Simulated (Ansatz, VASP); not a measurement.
This is a calculation of V for VASP 6.6.1.

The input INCAR:

```
ALGO = Fast ; EDIFF = 1E-6
ENCUT = 520 ; GGA = PE
ISIF = 2 ; ISMEAR = -1
ISPIN = 2 ; LASPH = T
LCHARG = T ; LELF = T
LMAXMIX = 4 ; LORBIT = 11
LREAL = F ; LVHAR = T
LWAVE = F ; MAGMOM = 2 2
NBANDS = 24 ; NELM = 150
PREC = Accurate ; SIGMA = 0.05
```

File KPOINTS:

```
k-points
0
Gamma
  12 12 6
```

The input POSCAR:

```
V
1.0
    2.5690966245      0.0000000000      0.0000000000
   -1.2845483122      2.2249029415      0.0000000000
    0.0000000000      0.0000000000      4.6594993097
V
2
Direct
    0.3333333333      0.6666666667      0.2500000000
    0.6666666667      0.3333333333      0.7500000000
```

Potentials or basis: VASP PAW PBE potentials, release 64 (V_sv).

Run with:

```console
$ cat potpaw_PBE.64/V_sv/POTCAR > POTCAR
$ mpirun -np 1 vasp_std > vasp.out
```

Problem. Translate it to Ansatz 0.2.0. Potentials there: all-electron LAPW, scalar-relativistic.

Solution. As run (the cutoff follows the program's own potentials):

Contents of input.yaml:

```yaml
crystal:
  lattice:
    - [2.5690966245, 0.0, 0.0]
    - [-1.2845483122, 2.2249029415, 0.0]
    - [0.0, 0.0, 4.6594993097]
  atoms:
    - { symbol: V, position: [0.3333333333, 0.6666666667, 0.25], spin: 2.0 }
    - { symbol: V, position: [0.6666666667, 0.3333333333, 0.75], spin: 2.0 }
kpoints:
  mp_grid: { grid: [12, 12, 6] }
scf:
  occupations: { method: fermi_dirac, width: 0.05 }
hamiltonian:
  xc: pbe
  pseudopotentials: { kind: all_electron, lapw: { basis_error: 0.0005 } }
magnetization:
  spin_polarized: true
output:
  forces: true
  stress: true
  eigenvalues: true
```

Potentials or basis: all-electron LAPW, scalar-relativistic.

Launch:

```sh
$ ansatz run input.yaml --threads 2 --pin off --max-ram 6144MiB --backend cpu --events-out ev --progress --plain --runs-dir out
```

Both were run:

|  | VASP | Ansatz | Ansatz less VASP |
| --- | --- | --- | --- |
| gap on the k mesh at the Fermi level (eV) | none | none | - |
| pressure (GPa) | 7.3 | 7.0 | -0.31 |
| largest component of the traceless stress (GPa) | 0.85 | 0.80 | -0.050 |
| net moment per atom (μB) | 0.00 | 0.00 | 0.000 |

A gap of «none» marks a metal or a gap that the smearing closes. Ansatz ran all-electron here, so the differences hold the error of VASP's frozen core and of both bases.

Caveats: the starting moments weren't kept (Ansatz).
